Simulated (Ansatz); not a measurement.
Runs of Ansatz 0.2.0 on GaP. It takes space group F-43m (No. 216, cubic). The conventional cell has a = 5.451 Å, b = 5.451 Å, c = 5.451 Å, α = 90.00°, β = 90.00°, γ = 90.00°. Ga (site symmetry -43m) is surrounded by 4 P at 2.36 Å. P (site symmetry -43m) is surrounded by 4 Ga at 2.36 Å. 

```tsv
task	level	cell	k mesh	cutoff (eV)	smearing	gap on the mesh (eV)	pressure (GPa)	relaxed volume (Å³/atom)
relaxation of cell and atoms	RPBE+D4	relaxed	8 × 8 × 8	-	fermi-dirac 0.05 eV	1.69	0.0	19.66
elastic constants	PBEsol	as given	6 × 6 × 6	302	fermi-dirac 0.05 eV	1.51	(a)	-
elastic constants	LDA	as given	6 × 6 × 6	302	fermi-dirac 0.05 eV	1.49	(b)	-
relaxation of cell and atoms	revPBE	relaxed	8 × 8 × 8	-	fermi-dirac 0.05 eV	1.53	0.0	21.26
single point	RPBE	as given	8 × 8 × 8	278	gaussian 0.1 eV	(c)	4.6	-
```

Alike in all rows: potentials or basis all-electron LAPW, scalar-relativistic; no spin polarisation; basis error allowed 0.001 eV/atom.

Question: Estimate the missing entries.

Answer: (a) -0.5; (b) -2.7; (c) 1.74.

A k mesh can miss the band edges, and the runs leave out spin-orbit coupling on Ga.

Runs at the PBE level aren't shown here.
